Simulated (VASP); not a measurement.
# Zn (Im-3m) in VASP: settings compared

The runs below take Zn through band structure, equation of state, optical spectrum, with MS2, revPBE+D3, RPBE, PW91.

Everything below comes from runs of VASP 6.6.1. Logs are shortened: lines on timing, memory, paths and dates and some standing lists are left out, and cuts for length are marked.

## Step 1: The structure

The structure is cubic, space group Im-3m (No. 229). Conventional cell: a = 3.138 Å, b = 3.138 Å, c = 3.138 Å, α = 90.00°, β = 90.00°, γ = 90.00°. Zn (site symmetry m-3m) has 8 Zn at 2.72 Å as nearest neighbours.

This isn't the form of Zn at room conditions, which is hcp.

## Step 2: Band structure, MS2

INCAR

```
SYSTEM = Zn
PREC = Accurate
ENCUT = 520
EDIFF = 1E-6
ISMEAR = -1
SIGMA = 0.1
LREAL = .False.
LASPH = .True.
NELM = 100
ALGO = Normal
ISIF = 2
LWAVE = .False.
LCHARG = .False.
METAGGA = MS2
LMIXTAU = .True.
NBANDS = 19
```

Zn.cif

```cif
data_Zn
_cell_length_a 3.13807400
_cell_length_b 3.13807400
_cell_length_c 3.13807400
_cell_angle_alpha 90.00000000
_cell_angle_beta 90.00000000
_cell_angle_gamma 90.00000000
_space_group_name_H-M_alt 'Im-3m'
_space_group_name_Hall '-I 4 2 3'
_space_group_IT_number 229
loop_
_space_group_symop_operation_xyz
'x,y,z'
'-x,-y,-z'
'-y,x,z'
'y,-x,-z'
'-x,-y,z'
'x,y,-z'
'y,-x,z'
'-y,x,-z'
'x,-y,-z'
'-x,y,z'
'-y,-x,-z'
'y,x,z'
'-x,y,-z'
'x,-y,z'
'y,x,-z'
'-y,-x,z'
'z,x,y'
'-z,-x,-y'
'z,-y,x'
'-z,y,-x'
'z,-x,-y'
'-z,x,y'
'z,y,-x'
'-z,-y,x'
'-z,x,-y'
'z,-x,y'
'-z,-y,-x'
'z,y,x'
'-z,-x,y'
'z,x,-y'
'-z,y,x'
'z,-y,-x'
'y,z,x'
'-y,-z,-x'
'x,z,-y'
'-x,-z,y'
'-y,z,-x'
'y,-z,x'
'-x,z,y'
'x,-z,-y'
'-y,-z,x'
'y,z,-x'
'-x,-z,-y'
'x,z,y'
'y,-z,-x'
'-y,z,x'
'x,-z,y'
'-x,z,-y'
'x+1/2,y+1/2,z+1/2'
'-x+1/2,-y+1/2,-z+1/2'
'-y+1/2,x+1/2,z+1/2'
'y+1/2,-x+1/2,-z+1/2'
'-x+1/2,-y+1/2,z+1/2'
'x+1/2,y+1/2,-z+1/2'
'y+1/2,-x+1/2,z+1/2'
'-y+1/2,x+1/2,-z+1/2'
'x+1/2,-y+1/2,-z+1/2'
'-x+1/2,y+1/2,z+1/2'
'-y+1/2,-x+1/2,-z+1/2'
'y+1/2,x+1/2,z+1/2'
'-x+1/2,y+1/2,-z+1/2'
'x+1/2,-y+1/2,z+1/2'
'y+1/2,x+1/2,-z+1/2'
'-y+1/2,-x+1/2,z+1/2'
'z+1/2,x+1/2,y+1/2'
'-z+1/2,-x+1/2,-y+1/2'
'z+1/2,-y+1/2,x+1/2'
'-z+1/2,y+1/2,-x+1/2'
'z+1/2,-x+1/2,-y+1/2'
'-z+1/2,x+1/2,y+1/2'
'z+1/2,y+1/2,-x+1/2'
'-z+1/2,-y+1/2,x+1/2'
'-z+1/2,x+1/2,-y+1/2'
'z+1/2,-x+1/2,y+1/2'
'-z+1/2,-y+1/2,-x+1/2'
'z+1/2,y+1/2,x+1/2'
'-z+1/2,-x+1/2,y+1/2'
'z+1/2,x+1/2,-y+1/2'
'-z+1/2,y+1/2,x+1/2'
'z+1/2,-y+1/2,-x+1/2'
'y+1/2,z+1/2,x+1/2'
'-y+1/2,-z+1/2,-x+1/2'
'x+1/2,z+1/2,-y+1/2'
'-x+1/2,-z+1/2,y+1/2'
'-y+1/2,z+1/2,-x+1/2'
'y+1/2,-z+1/2,x+1/2'
'-x+1/2,z+1/2,y+1/2'
'x+1/2,-z+1/2,-y+1/2'
'-y+1/2,-z+1/2,x+1/2'
'y+1/2,z+1/2,-x+1/2'
'-x+1/2,-z+1/2,-y+1/2'
'x+1/2,z+1/2,y+1/2'
'y+1/2,-z+1/2,-x+1/2'
'-y+1/2,z+1/2,x+1/2'
'x+1/2,-z+1/2,y+1/2'
'-x+1/2,z+1/2,-y+1/2'
loop_
_atom_site_label
_atom_site_type_symbol
_atom_site_symmetry_multiplicity
_atom_site_Wyckoff_symbol
_atom_site_fract_x
_atom_site_fract_y
_atom_site_fract_z
_atom_site_occupancy
Zn1 Zn 2 a 0.0000000000 0.0000000000 0.0000000000 1
```

KPOINTS

```
regular mesh
0
Gamma
  9 9 9
  0 0 0
```

POSCAR

```
Zn
 1.0000000000000000
     3.1380740000000000    0.0000000000000000    0.0000000000000000
     0.0000000000000000    3.1380740000000000    0.0000000000000000
     0.0000000000000000    0.0000000000000000    3.1380740000000000
 Zn 
   2
Cartesian
  0.0000000000000000  0.0000000000000000  0.0000000000000000
  1.5690370000000000  1.5690370000000000  1.5690370000000000
```

KPOINTS_OPT

```
path GXMGRX,MR
10
line-mode
reciprocal
 0.0000000000  0.0000000000  0.0000000000  G
 0.0000000000  0.5000000000  0.0000000000  X

 0.0000000000  0.5000000000  0.0000000000  X
 0.5000000000  0.5000000000  0.0000000000  M

 0.5000000000  0.5000000000  0.0000000000  M
 0.0000000000  0.0000000000  0.0000000000  G

 0.0000000000  0.0000000000  0.0000000000  G
 0.5000000000  0.5000000000  0.5000000000  R

 0.5000000000  0.5000000000  0.5000000000  R
 0.0000000000  0.5000000000  0.0000000000  X

 0.5000000000  0.5000000000  0.0000000000  M
 0.5000000000  0.5000000000  0.5000000000  R
```

Potentials or basis: VASP PAW PBE potentials, release 64 (Zn).

Command:

```sh
$ ase convert -i cif -o vasp Zn.cif POSCAR
$ cat potpaw_PBE.64/Zn/POTCAR > POTCAR
$ mpirun -np 1 vasp_std > vasp.out
```

OUTCAR:

```text
SYSTEM = Zn
   PREC = Accurate
   ENCUT = 520
   EDIFF = 1E-6
   ISMEAR = -1
   LREAL = .False.
   LASPH = .True.
   NELM = 100
   ISIF = 2
   METAGGA = MS2

 ion  position               nearest neighbor table
   1  0.000  0.000  0.000-   2 2.72   2 2.72   2 2.72   2 2.72   2 2.72   2 2.72   2 2.72   2 2.72

   2  0.500  0.500  0.500-   1 2.72   1 2.72   1 2.72   1 2.72   1 2.72   1 2.72   1 2.72   1 2.72

  LATTYP: Found a simple cubic cell.
 ALAT       =     3.1380740000

  Lattice vectors:

 A1 = (   3.1380740000,   0.0000000000,   0.0000000000)
 A2 = (   0.0000000000,   3.1380740000,   0.0000000000)
 A3 = (   0.0000000000,   0.0000000000,   3.1380740000)

Analysis of symmetry for initial positions (statically):
=====================================================================
 Subroutine PRICEL returns following result:

  LATTYP: Found a body centered cubic cell.
 ALAT       =     3.1380740000

  Lattice vectors:

 A1 = (   1.5690370000,   1.5690370000,  -1.5690370000)
 A2 = (  -1.5690370000,   1.5690370000,   1.5690370000)
 A3 = (   1.5690370000,  -1.5690370000,   1.5690370000)

   2 primitive cells build up your supercell.

 Routine SETGRP: Setting up the symmetry group for a
 simple cubic supercell.

 Subroutine GETGRP returns: Found 48 space group operations
 (whereof 48 operations were pure point group operations)
 out of a pool of 48 trial point group operations.

The static configuration has the point symmetry O_h .

Analysis of symmetry for dynamics (positions and initial velocities):
=====================================================================
 Subroutine PRICEL returns following result:

  LATTYP: Found a body centered cubic cell.
 ALAT       =     3.1380740000

  Lattice vectors:

 A1 = (   1.5690370000,   1.5690370000,  -1.5690370000)
 A2 = (  -1.5690370000,   1.5690370000,   1.5690370000)
 A3 = (   1.5690370000,  -1.5690370000,   1.5690370000)

   2 primitive cells build up your supercell.

 Routine SETGRP: Setting up the symmetry group for a
 simple cubic supercell.

 Subroutine GETGRP returns: Found 48 space group operations
 (whereof 48 operations were pure point group operations)
 out of a pool of 48 trial point group operations.

The dynamic configuration has the point symmetry O_h .

[... 98 lines left out ...]
   ISTART =      0    job   : 0-new  1-cont  2-samecut
   ICHARG =      2    charge: 1-file 2-atom 10-const
   ISPIN  =      1    spin polarized calculation?
   LNONCOLLINEAR =      F non collinear calculations
   LSORBIT =      F    spin-orbit coupling
   LASPH  =      T    aspherical Exc in radial PAW
   ENCUT  =  520.0 eV  38.22 Ry    6.18 a.u.   5.83  5.83  5.83*2*pi/ulx,y,z
   NELM   =    100;   NELMIN=  2; NELMDL= -5     # of ELM steps
   EDIFF  = 0.1E-05   stopping-criterion for ELM
   LREAL  =      F    real-space projection
   EDIFFG = 0.1E-04   stopping-criterion for IOM
   NSW    =      0    number of steps for IOM
   IBRION =     -1    ionic relax: 0-MD 1-quasi-New 2-CG
   NFREE  =      0    steps in history (QN), initial steepest desc. (CG)
   ISIF   =      2    stress and relaxation
   ISYM   =      2    0-nonsym 1-usesym 2-fastsym
   POTIM  = 0.5000    time-step for ionic-motion
   TEBEG  =    0.0;   TEEND  =   0.0 temperature during run
   PSTRESS=    0.0 pullay stress
   NELECT =      24.0000    total number of electrons
   NUPDOWN=      -1.0000    fix difference up-down
   EMIN   =  10.00;   EMAX   =-10.00  energy-range for DOS
   EFERMI =   0.00;   METHOD = LEGACY
   ISMEAR =    -1;   SIGMA  =   0.10  broadening in eV -4-tet -1-fermi 0-gaus
   EFERMI_NEDOS =   21; number of points for ismear=-14 and -15
   IALGO  =     38    algorithm
   IMIX   =      4    mixing-type and parameters
     AMIX     =   0.40;   BMIX     =  1.00
     AMIX_MAG =   1.60;   BMIX_MAG =  1.00
  volume/ion in A,a.u.               =      15.45       104.27
  Fermi-wavevector in a.u.,A,eV,Ry     =   1.504811  2.843681 30.809811  2.264457
  Thomas-Fermi vector in A             =   2.615742
   LORBIT       =      0    0 simple, 1 ext, 2 COOP (PROOUT), +10 PAW based schemes
   METAGGA = MS2    functional components
   LHFCALC =     F    Hartree Fock is set to
   AEXX    =    0.0000 exact exchange contribution
   IVDW    =     0    specifies the selected vdW correction
   LEPSILON=     F    determine dielectric tensor
   LRPA    =     F    only Hartree local field effects (RPA)
 non-spin polarized calculation
  energy-cutoff  :      520.00
  volume of cell :       30.90
 maximum number of plane-waves:       855
 NGX is ok and might be reduce to    24
   NGX = 11   NGY = 11   NGZ = 11

 number of electron      23.9999969 magnetization

 Free energy of the ion-electron system (eV)
  ---------------------------------------------------
  ext. energy  EPLUGINS =         0.00000000
  ---------------------------------------------------
  free energy    TOTEN  =        -5.21650151 eV

  energy without entropy =       -5.19595809  energy(sigma->0) =       -5.20622980

 E-fermi :   2.9793     XC(G=0): -12.1893

 val. band max:        2.7838115820   @ k =   0.2222   0.1111   0.0000
 cond. band min:       3.0023780645   @ k =   0.2222   0.1111   0.1111
 fundamental gap:      0.2185664825
 Fermi energy:         2.9792806397

 k-point     1 :       0.0000    0.0000    0.0000
  band No.  band energies     occupation
      1      -7.5431      2.00000
      2      -5.4577      2.00000
      3      -5.4577      2.00000
      4      -4.8704      2.00000
      5      -4.8704      2.00000
      6      -4.8704      2.00000
[... 747 lines left out ...]
      6      -4.8546      2.00000
[... 11 lines left out ...]
     18       7.8584      0.00000
     19      31.3315      0.00000

------------------------ aborting loop because EDIFF is reached ----------------------------------------

  FORCE on cell =-STRESS in cart. coord.  units (eV):
  Direction    XX          YY          ZZ          XY          YZ          ZX
  --------------------------------------------------------------------------------------
  -------------------------------------------------------------------------------------
  Total       -1.3931180     -1.3931180     -1.3931180      0.0000000      0.0000000      0.0000000
  in kB      -72.2285592    -72.2285592    -72.2285592      0.0000000      0.0000000      0.0000000
  external PRESSURE =     -72.2285592 kB  Pullay stress =       0.0000000 kB

 VOLUME and BASIS-vectors are now :
 -----------------------------------------------------------------------------
  energy-cutoff  :      520.00
  volume of cell :       30.90
      direct lattice vectors                 reciprocal lattice vectors
     3.138074000  0.000000000  0.000000000     0.318666800  0.000000000  0.000000000
     0.000000000  3.138074000  0.000000000     0.000000000  0.318666800  0.000000000
     0.000000000  0.000000000  3.138074000     0.000000000  0.000000000  0.318666800

 POSITION                                       TOTAL-FORCE (eV/Angst)
 -----------------------------------------------------------------------------------
      0.00000      0.00000      0.00000         0.000000      0.000000      0.000000
      1.56904      1.56904      1.56904        -0.000000     -0.000000     -0.000000
 -----------------------------------------------------------------------------------
    total drift:                                0.000000      0.000000     -0.000000

  FREE ENERGIE OF THE ION-ELECTRON SYSTEM (eV)
  ---------------------------------------------------
  free  energy   TOTEN  =        -5.2165015129 eV

  energy  without entropy=       -5.1959580898  energy(sigma->0) =       -5.20622980
```

It took 72 s on 1 thread of AMD EPYC 9R45 (Zen 5), shared host; peak memory 0.13 GiB.

What came out:

| Property | Result |
| --- | --- |
| Free energy | -5.2165 eV |
| Pressure | -7.2 GPa |
| Band gap along the path | none (metal or under the smearing width) |

Levels at the corners of the path, in eV from the Fermi level:
```tsv
point	band 9	band 10	band 11	band 12	band 13	band 14	band 15	band 16
Γ	-7.09	-7.09	-7.09	4.14	4.14	4.14	7.58	8.45
X	-7.47	-7.47	-5.87	-5.87	8.91	8.91	8.91	8.91
X	-7.47	-7.47	-5.87	-5.87	8.91	8.91	8.91	8.91
M	-7.01	-7.01	-2.78	-2.78	-1.05	-1.05	11.34	11.34
M	-7.01	-7.01	-2.78	-2.78	-1.05	-1.05	11.34	11.34
Γ	-7.09	-7.09	-7.09	4.14	4.14	4.14	7.58	8.45
Γ	-7.09	-7.09	-7.09	4.14	4.14	4.14	7.58	8.45
R	-7.34	-7.34	1.91	1.91	2.20	2.20	2.20	2.20
R	-7.34	-7.34	1.91	1.91	2.20	2.20	2.20	2.20
X	-7.47	-7.47	-5.87	-5.87	8.91	8.91	8.91	8.91
M	-7.01	-7.01	-2.78	-2.78	-1.05	-1.05	11.34	11.34
R	-7.34	-7.34	1.91	1.91	2.20	2.20	2.20	2.20
```

Caveat: the PAW data sets were made with another functional, which shifts forces and pressure a little.

## Step 3: Equation of state, revPBE+D3

run.py

```python
from ase.calculators.vasp import Vasp
from ase.eos import EquationOfState
from ase.io import Trajectory
from ase.spacegroup import crystal
from ase.units import GPa

atoms = crystal(
    ['Zn'],
    basis=[[0.0, 0.0, 0.0]],
    spacegroup=229,
    setting=1,
    cellpar=[3.138074, 3.138074, 3.138074, 90.0, 90.0, 90.0],
    primitive_cell=True,
)
calc = Vasp(
    directory='calc',
    xc='revpbe',
    pp='PBE',
    setups='recommended',
    pp_version='54',
    prec='Accurate',
    encut=520,
    ediff=1e-07,
    ismear=1,
    sigma=0.1,
    lreal=False,
    lasph=True,
    nelm=80,
    algo='Normal',
    isif=2,
    lwave=False,
    lcharg=False,
    ivdw=11,
    kpts=[12, 12, 12],
    gamma=True,
)
atoms.calc = calc
cell = atoms.cell.copy()
volumes, energies = [], []
traj = Trajectory('eos.traj', 'w')
for x in [0.94, 0.96, 0.98, 1.0, 1.02, 1.04, 1.06]:
    atoms.set_cell(cell * x ** (1 / 3), scale_atoms=True)
    volumes.append(atoms.get_volume())
    energies.append(atoms.get_potential_energy())
    traj.write(atoms)
    print(f'{x:5.2f} {volumes[-1]:12.5f} {energies[-1]:14.6f}')

v0, e0, B = EquationOfState(volumes, energies, eos='murnaghan').fit()
print(f'V0 = {v0:.4f} A^3, E0 = {e0:.6f} eV, B = {B / GPa:.2f} GPa')
```

Potentials or basis: VASP PAW PBE potentials, release 54 (Zn).

Command:

```sh
$ python run.py
```

What it wrote:

```text
0.94     14.52404      -1.269726
 0.96     14.83306      -1.270722
 0.98     15.14208      -1.270007
 1.00     15.45111      -1.267831
 1.02     15.76013      -1.264074
 1.04     16.06915      -1.258754
 1.06     16.37817      -1.252300
V0 = 14.8609 A^3, E0 = -1.270728 eV, B = 41.50 GPa
```

OUTCAR:

```text
ENCUT = 520.000000
   EDIFF = 1.00e-07
   GGA = RE
   PREC = Accurate
   ISIF = 2
   ISMEAR = 1
   NELM = 80
[... 536 lines left out ...]
 -----------------------------------------------------------------------------------
      0.00000      0.00000      0.00000         0.000000      0.000000      0.000000
 -----------------------------------------------------------------------------------
    total drift:                                0.000000     -0.000000     -0.000000

  FREE ENERGIE OF THE ION-ELECTRON SYSTEM (eV)
  ---------------------------------------------------
  free  energy   TOTEN  =        -1.2523930411 eV

  energy  without entropy=       -1.2521131645  energy(sigma->0) =       -1.25229975
```

INCAR:

```text
ENCUT = 520.000000
SIGMA = 0.100000
EDIFF = 1.00e-07
ALGO = Normal
GGA = RE
PREC = Accurate
ISIF = 2
ISMEAR = 1
NELM = 80
IVDW = 11
LASPH = .TRUE.
LCHARG = .FALSE.
LWAVE = .FALSE.
LREAL = .FALSE.
```

Wall time 55 s (1 thread of AMD EPYC 9R45 (Zen 5), shared host); peak memory 0.12 GiB.

Results:

```
Equilibrium volume : 14.86 Å³/atom (rough: see the caveat)
Bulk modulus       : 41 GPa (rough)
```

Energy against volume, from the lowest point:
| volume (Å³/atom) | energy (meV/atom) |
| --- | --- |
| 14.524 | 1.00 |
| 14.833 | 0.00 |
| 15.142 | 0.72 |
| 15.451 | 2.89 |
| 15.760 | 6.65 |
| 16.069 | 11.97 |
| 16.378 | 18.42 |

Caveat: the fit is doubtful: noisy points or a state that changes with volume; the PAW data sets were made with another functional, which shifts forces and pressure a little.

(Continued in part 2 of 3.)
